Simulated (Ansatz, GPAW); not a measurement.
Given: the input of a run of Ansatz 0.2.0 on SiNi. The cell is a database's computed one, not the measured one.

Contents of input.yaml:

```yaml
crystal:
  lattice:
    - [4.503694, 0.0, 0.0]
    - [0.0, 4.503694, 0.0]
    - [0.0, 0.0, 4.503694]
  atoms:
    - { symbol: Ni, position: [0.149504, 0.149504, 0.149504], spin: 1.0 }
    - { symbol: Ni, position: [0.649504, 0.350496, 0.850496], spin: 1.0 }
    - { symbol: Ni, position: [0.850496, 0.649504, 0.350496], spin: 1.0 }
    - { symbol: Ni, position: [0.350496, 0.850496, 0.649504], spin: 1.0 }
    - { symbol: Si, position: [0.84683, 0.84683, 0.84683] }
    - { symbol: Si, position: [0.34683, 0.65317, 0.15317] }
    - { symbol: Si, position: [0.15317, 0.34683, 0.65317] }
    - { symbol: Si, position: [0.65317, 0.15317, 0.34683] }
hamiltonian:
  xc: pbesol
  pseudopotentials: { kind: paw }
magnetization:
  spin_polarized: true
kpoints:
  mp_grid: { grid: [6, 6, 6] }
scf:
  occupations: { method: fermi_dirac, width: 0.05 }
output:
  forces: true
  stress: true
  eigenvalues: true
  write_density: true
  write_potential: true
  elf: true
  volumetric_format: npy
```

Potentials or basis: Ansatz PAW.

The run is started by

```sh
$ ansatz run input.yaml --threads 4 --pin off --max-ram 11264MiB --backend cpu --events-out ev --progress --plain --runs-dir out
```

Task: Set up the same calculation for GPAW 26.7.0 (ASE script). Potentials or basis there: PAW data sets generated for this functional, cutoff 600 eV.

Result: As run (cutoffs and basis follow the program's own potentials, and thresholds, step limits or extra output files can differ):

Contents of run.py:

```python
from ase import Atoms
from ase.dft.bandgap import bandgap
from ase.io import write
from ase.units import Bohr, GPa
from gpaw import GPAW, PW, setup_paths
from gpaw.elf import elf_from_dft_calculation

setup_paths.insert(0, '.')

atoms = Atoms(['Ni', 'Ni', 'Ni', 'Ni', 'Si', 'Si', 'Si', 'Si'],
              cell=[[4.503694, 0.0, 0.0],
                    [0.0, 4.503694, 0.0],
                    [0.0, 0.0, 4.503694]],
              scaled_positions=[[0.149504, 0.149504, 0.149504],
                                [0.649504, 0.350496, 0.850496],
                                [0.850496, 0.649504, 0.350496],
                                [0.350496, 0.850496, 0.649504],
                                [0.84683, 0.84683, 0.84683],
                                [0.34683, 0.65317, 0.15317],
                                [0.15317, 0.34683, 0.65317],
                                [0.65317, 0.15317, 0.34683]],
              pbc=True)
atoms.set_initial_magnetic_moments([1.0, 1.0, 1.0, 1.0, 0.0, 0.0, 0.0, 0.0])

calc = GPAW(mode=PW(600),
            xc='PBEsol',
            kpts={'size': (6, 6, 6), 'gamma': True},
            occupations={'name': 'fermi-dirac', 'width': 0.05},
            nbands=68,
            convergence={'density': 1e-05, 'energy': 1e-05},
            maxiter=150,
            txt='gpaw.txt')
atoms.calc = calc
energy = atoms.get_potential_energy()
forces = atoms.get_forces()
stress = atoms.get_stress()
calc.write('gs.gpw')
write('result.traj', atoms)
print(f'Energy: {energy:.6f} eV')
print('Forces (eV/A):')
print(forces.round(4))
print('Stress (GPa):', (stress / GPa).round(3))
print('Moments:', calc.get_magnetic_moments().round(3))
print('Fermi level:', round(calc.get_fermi_level(), 4), 'eV')
print(f'Gap: {bandgap(calc)[0]:.4f} eV, direct: {bandgap(calc, direct=True)[0]:.4f} eV')

# fields on the real-space grid
write('density.cube', atoms, data=calc.get_pseudo_density() * Bohr**3)
write('potential.cube', atoms, data=calc.get_electrostatic_potential())
write('spin.cube', atoms, data=(calc.get_pseudo_density(spin=0) - calc.get_pseudo_density(spin=1)) * Bohr**3)
write('elf.cube', atoms, data=elf_from_dft_calculation(calc).data)
```

Potentials or basis: PAW data sets generated in the run's folder for this functional, pw.

Launch:

```console
$ gpaw-setup -f PBEsol Ni Si
$ OMP_NUM_THREADS=1 python run.py
```

Both were run:

|  | Ansatz | GPAW |
| --- | --- | --- |
| Pressure | -4.6 GPa | -2.5 GPa |
| Net moment | 0.00 μB per cell | 0.00 μB per cell |

Ansatz's pressure holds a Pulay term of +0.05 GPa for its cutoff of 420 eV, which the other run lacks.

The potentials hold 88 and 80 valence electrons a cell.

Ansatz's potentials were made for PBE.

Where Ansatz's input types no cutoff or centring, it takes its own default and a Γ-centred mesh.

The magnetic state is the one that the start led to; the real crystal's order can differ.

Pressure is positive in compression.
